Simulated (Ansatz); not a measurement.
# BN under changes of volume

One of the cells (9.145 Å³/atom); the others are scaled copies at fixed shape and fractional positions:

```xyz
2
Lattice="1.2511 0.7223 3.3729 -1.2511 0.7223 3.3729 0.0000 -1.4447 3.3729" Properties=species:S:1:pos:R:3 pbc="T T T"
N     0.0000    0.0000    6.7517
B     0.0000    0.0000    0.0033
```

The cell is a database's computed one.

* Program: Ansatz 0.2.0
* Functional: PBE
* Potentials or basis: Ansatz PAW
* Cutoff: 420 eV (not typed: the program's choice for these potentials)
* k mesh: 12 × 12 × 12
* Occupations: fermi-dirac, width 0.05 eV
* Spin: no spin polarisation

```csv
volume (Å³/atom),energy over the lowest point (meV/atom),pressure (GPa),gap on the mesh (eV),largest force (eV/Å)
8.596,?,?,?,?
8.779,21.39,14.3,4.34,0.000
8.962,8.30,8.7,4.31,0.002
9.145,1.35,3.6,4.29,0.003
9.328,0.00,-1.1,4.26,0.004
9.510,3.76,-5.4,4.24,0.006
9.693,12.22,-9.3,4.21,0.007
```

Question: What does the run at 8.596 Å³/atom give?

Answer: Energy over the lowest point 41.21 meV/atom; pressure 20.5 GPa; gap on the mesh 4.36 eV; largest force 0.002 eV/Å.

Worked out: A Birch-Murnaghan fit of order 3 (a polynomial in V^(-2/3)) to the other rows has its minimum at 9.28 Å³/atom with B0 = V·E''(V) = 233 GPa and B' = 3.5 at fixed shape and positions, which overstates the stiffness. It gives 41.19 meV/atom at 8.596 Å³/atom, against the run's 41.21, and -dE/dV = 20.5 GPa, against 20.5. A straight line through the other rows of the gap, of slope -1.28 eV per unit of ln V, extrapolates to 4.37 eV, against the run's 4.36.

Energies are extrapolated to zero smearing.

A mesh can miss the band edges.
